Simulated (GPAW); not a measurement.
Runs of GPAW 26.7.0 on KBr. Symmetry: Fm-3m, No. 225, cubic system. The conventional cell has a = 6.600 Å, b = 6.600 Å, c = 6.600 Å, α = 90.00°, β = 90.00°, γ = 90.00°. Br (site symmetry m-3m) has 6 K at 3.30 Å as nearest neighbours. Around K (site symmetry m-3m) lie 6 Br at 3.30 Å. 

| task | level | potentials or basis | spin | k mesh | cutoff (eV) | band path | band points | spin axis theta (degrees) | spin axis phi (degrees) | hybrids on these orbitals | gap on the mesh (eV) | pressure (GPa) | V0 of scaled cells (Å³/atom) | B0 (GPa) |
| --- | --- | --- | --- | --- | --- | --- | --- | --- | --- | --- | --- | --- | --- | --- |
| equation of state | AM05+D4 | PAW data sets generated in the run's folder for this functional, pw | off | 6 × 6 × 6 | 600 | - | - | - | - | - | - | - | 36.13 | (d) |
| band structure | rSCAN | GPAW PAW data sets (gpaw-data 1.2.1), pw | SOC, no magnetisation | 6 × 6 × 6 | 600 | GXWKGLUWLK,UX | 80 | 0 | 0 | - | (c) | 0.0 | - | - |
| one-shot levels of the hybrid HSE06 | LDA | the program's PAW data sets (release 1.2.1) made for this functional, pw | off | 4 × 4 × 4 | 500 | - | - | - | - | ["HSE06", "YS-PBE0", "EXX"] | 4.04 | (b) | - | - |
| band structure | GLLB-SC | the program's PAW data sets (release 1.2.1) made for this functional, pw | off | 6 × 6 × 6 | 600 | GXWKGLUWLK,UX | 60 | - | - | - | 8.49 | - | - | - |
| band structure | PBEsol | PAW data sets generated in the run's folder for this functional, pw | SOC, no magnetisation | 6 × 6 × 6 | 600 | GXWKGLUWLK,UX | 100 | 90 | 0 | - | (a) | -0.3 | - | - |
| equation of state | PBE | GPAW PAW data sets (gpaw-data 1.2.1), pw | off | 6 × 6 × 6 | 600 | - | - | - | - | - | - | - | 37.67 | 13 |

Alike in all rows: cell as given; smearing fermi-dirac 0.05 eV.

**Question.** Estimate the missing entries.

**Answer.** (a) 4.12; (b) -1.8; (c) 4.84; (d) 14.

Caveats: spin-orbit coupling was added after a scalar SCF, so levels and gaps hold it while energy, forces, pressure and moments don't (some runs); this program's spin-orbit splittings come out too wide for heavy elements (some runs); the PAW data sets were made with another functional, which shifts forces and pressure a little (some runs); the cutoff is short for stress and forces, so pressures can be off by a GPa or more (some runs); energy and the plain gap are those of the semilocal run (some runs); the hybrids' values are one shot on its orbitals and mesh (some runs); the GLLB-SC gap is the Kohn-Sham gap of the path plus the derivative discontinuity (some runs).

A k mesh can miss the band edges, and rows without SOC leave out spin-orbit coupling on Br.
